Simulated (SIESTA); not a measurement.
Ga:

```xyz
2
Lattice="1.4500 -4.0650 0.0000 1.4500 4.0650 0.0000 0.0000 0.0000 3.1700" Properties=species:S:1:pos:R:3 pbc="T T T"
Ga    1.4500    2.9837    2.3775
Ga    1.4500   -2.9837    0.7925
```

This isn't the form of Ga at room conditions, which is orthorhombic.

```yaml
Program: SIESTA 5.4.2
Task: single point
Functional: PBE
Potentials_or_basis: PseudoDojo 0.4 standard (PBE files)
Basis: DZP (energy shift 0.003 Ry; two zetas on semicore shells)
Grid_cutoff: 800 Ry
Energy_shift: 0.003 Ry
k_mesh: 10 × 10 × 8
Occupations: fermi-dirac, width 0.05 eV
Spin: no spin polarisation
```

On this cell: pressure 1.2 GPa; largest force 0.158 eV/Å; band gap on the k mesh none (metal or under the smearing width).

The same run follows on a disturbed copy (atoms moved at random, drawn with an rms of 0.05 Å):

```xyz
2
Lattice="1.4500 -4.0650 0.0000 1.4500 4.0650 0.0000 0.0000 0.0000 3.1700" Properties=species:S:1:pos:R:3 pbc="T T T"
Ga    1.4881    3.0120    2.3844
Ga    1.4634   -2.9140    0.8305
```

**Question.** What does the disturbed cell give?

**Answer.** The energy (extrapolated to zero smearing) moves by -0.7 meV/atom; pressure 1.2 GPa; largest force 0.059 eV/Å; band gap on the k mesh none (metal or under the smearing width).

Forces on the atoms (eV/Å):
```
Ga  -0.005  0.037  0.045
Ga   0.005 -0.037 -0.045
```

Stress tensor (GPa, compression positive):
```
-0.06 -0.04 -0.02
-0.04  1.22  0.01
-0.02  0.01  2.44
```

Caveats: the basis of atomic orbitals isn't converged, which shifts pressures, moduli and gaps.
